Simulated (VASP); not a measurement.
Al, 1 atom in the cell. It takes space group Fm-3m (No. 225, cubic). The conventional cell has a = 4.050 Å, b = 4.050 Å, c = 4.050 Å, α = 90.00°, β = 90.00°, γ = 90.00°. Al (site symmetry m-3m) is surrounded by 12 Al at 2.86 Å. 

```yaml
Program: VASP 6.6.1
Task: band structure
Functional: TPSS
Potentials_or_basis: VASP PAW PBE potentials, release 64 (Al)
Cutoff: 520 eV
k_mesh: 11 × 11 × 11
Occupations: fermi-dirac, width 0.05 eV
Spin: no spin polarisation
Further_INCAR_settings: ALGO = Normal; EDIFF = 1e-07
```

Potentials or basis: VASP PAW PBE potentials, release 64 (Al).

Launch:

```sh
$ cat potpaw_PBE.64/Al/POTCAR > POTCAR
$ mpirun -np 1 vasp_std > vasp.out
```

Hardware: 1 thread of Intel(R) Xeon(R) 6975P-C (Granite Rapids) (shared host).

Task: How long does it take, and how much memory?

Result: It took 36 s on 1 thread of Intel(R) Xeon(R) 6975P-C (Granite Rapids), on a shared host, peak memory 0.13 GiB. Counts: scf iterations 44, k points 56.
